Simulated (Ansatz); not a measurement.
**SrO at several levels of theory**

One geometry, relaxed with PBE, and single points on it; plane waves with PAW potentials in Ansatz, scalar-relativistic unless the row names spin-orbit coupling. No spin polarisation. Meshes are on the primitive cell of 4 atoms. Gaps are the least over mesh and band path; pressure is positive in compression. Smearing is Gaussian, 0.02 eV.

```yaml
crystal:
  lattice:
    - [4.29032, 0.00000, 0.00000]
    - [-2.14516, 3.71552, 0.00000]
    - [0.00000, 0.00000, 5.18415]
  atoms:
    - { symbol: Sr, position: [0.33333, 0.66667, 0.93750] }
    - { symbol: Sr, position: [0.66667, 0.33333, 0.43750] }
    - { symbol: O, position: [0.33333, 0.66667, 0.43750] }
    - { symbol: O, position: [0.66667, 0.33333, 0.93750] }
```

```
                       level cutoff (eV) k mesh gap (eV) pressure (GPa) rough cost with bands (core-min)
                         PBE          420   6×6×6      2.61             0.0                               0.7
                      r2SCAN          500   6×6×6      2.99            -1.3                               0.9
PBE with spin-orbit coupling          420   6×6×6      2.61             0.0                               1.2
                         LDA          420   6×6×6      2.43            -5.3                               0.6
```

This form isn't the usual stable structure of the compound.